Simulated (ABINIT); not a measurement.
The system is WC (Qusongite).

```
W C
1.0
     2.90650    0.00000    0.00000
    -1.45325    2.51710    0.00000
     0.00000    0.00000    2.83660
W C
1 1
Direct
  0.00000 0.00000 0.00000
  0.66667 0.33333 0.50000
```

| Property | Result |
| --- | --- |
| Program | ABINIT 10.8.3 (patched build) |
| Task | relaxation of cell and atoms |
| Functional | PBE |
| Potentials or basis | PseudoDojo NC SR PBE v0.4.1 standard |
| Cutoff | 1116 eV |
| k mesh | 8 × 8 × 7 |
| Occupations | fermi-dirac, width 0.05 eV |
| Spin | no spin polarisation |

At the start: pressure 5.8 GPa; volume 10.38 Å³/atom.

Q: How do energy, volume and symmetry change on relaxing?

A: Over 5 steps the energy falls by 2.8 meV/atom and the volume is 10.53 Å³/atom (+1.5 %); space group P-6m2 (No. 187, to 0.05 Å).

The path:
```
step  energy change (eV)  largest force (eV/Å)  pressure (GPa)  volume (Å³)
   1              0.0000                0.0000            5.77        20.75
   2             -0.0053                0.0000           -1.15        21.12
   3             -0.0056                0.0000           -0.03        21.06
   4             -0.0056                0.0000            0.01        21.06
   5             -0.0056                0.0000            0.00        21.06
```

Final structure:
```cif
data_structure
_symmetry_space_group_name_H-M 'P 1'
_symmetry_Int_Tables_number 1
_cell_length_a 2.9233
_cell_length_b 2.9233
_cell_length_c 2.8458
_cell_angle_alpha 90.000
_cell_angle_beta 90.000
_cell_angle_gamma 120.000
_cell_volume 21.06
loop_
_atom_site_label
_atom_site_type_symbol
_atom_site_fract_x
_atom_site_fract_y
_atom_site_fract_z
_atom_site_occupancy
W1 W 0.00000 0.00000 0.00000 1
C1 C 0.66667 0.33333 0.50000 1
```
